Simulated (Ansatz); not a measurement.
# TiC

```
Ti C
1.0
     0.00000    2.16400    2.16400
     2.16400    0.00000    2.16400
     2.16400    2.16400    0.00000
Ti C
1 1
Direct
  0.00000 0.00000 0.00000
  0.50000 0.50000 0.50000
```

Atoms are numbered in the order listed.

The cell is COD entry 9012564, as deposited and not checked against the literature; nothing was relaxed.

Levels of theory: DFT, PBE, all-electron LAPW, scalar-relativistic (Ansatz 0.2.0); DFT, PBE, PAW with Ansatz's default frozen-core files, scalar-relativistic (Ansatz 0.2.0).

For LAPW: a Γ-centred 16×16×16 k mesh, Fermi–Dirac smearing of 0.03 eV, basis error target 1 meV/atom, no spin polarisation. PAW takes a cutoff of 420 eV at this cell. The Ansatz runs share mesh, smearing and spin set-up. Values come from LAPW unless marked.

```yaml
Bader_charges_from_the_PAW_run: Ti1 +1.69, C2 -1.69 e
Löwdin_charges_with_0.04_e_of_the_cell_spilling_out_of_the_atomic_basis_so_their_sizes_and_signs_hang_on_that_basis: Ti1 0.85, C2 -0.81 e
Volume_per_atom: 10.13 Å³
```

**Question.** Density of states at the Fermi level (0.2 eV bin): what does the calculation give?

**Answer.** 0.25 states/eV per cell.

**Question.** Band gap: what does the calculation give?

**Answer.** none: bands cross the Fermi level, a metal.

**Question.** Pressure at this cell: what does the calculation give?

**Answer.** 0.84 GPa.
